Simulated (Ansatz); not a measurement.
BeO (wurtzite)

```xyz
4
Lattice="2.7118 0.0000 0.0000 -1.3559 2.3485 0.0000 0.0000 0.0000 4.4046" Properties=species:S:1:pos:R:3 pbc="T T T"
Be     1.3559     0.7828     0.0066
Be     0.0000     1.5657     2.2088
O      1.3559     0.7828     2.7472
O      0.0000     1.5657     0.5449
```

This relaxed cell (volume V₀) is scaled evenly in all directions, its shape held. The atoms relax within the cell's symmetry.

Level of theory: PBE (plane waves to 420 eV, PAW, scalar-relativistic; Ansatz, an electronic-structure program). k mesh 14×14×8 (Γ-centred), Fermi-Dirac smearing 0.05 eV. Energies are smeared free energies. With the shape held, the modulus is that of even scaling; a crystal free to change shape is softer. BeO was relaxed with its symmetry unable to fall. ΔE is measured from the relaxed starting cell.

```
V (Å³/atom)  ΔE (meV/atom)
-----------  -------------
5.891                153.9
6.115                 92.9
6.340                 49.4
6.564                 20.8
6.788                  4.9
7.013                  0.0
7.237                  4.5
7.462                 17.0
7.686                 36.5
7.910                 62.0
8.135                 92.6
```

Question: What is the fitted pressure derivative B₀′?

Answer: 3.7.

Question: What bulk modulus at fixed cell shape B₀ follows from a third-order Birch-Murnaghan fit?

Answer: 209 GPa. Check by three points about V = 7.013 Å³/atom, step 0.224: d²E/dV² ≈ (4.9 − 2·0.0 + 4.5) meV / 0.224² = 0.187 eV/Å⁶, and V·d²E/dV² × 160.2 = 210 GPa.

(A scan under strain: stresses follow from slopes of the energy per volume, elastic moduli from its curvatures.)
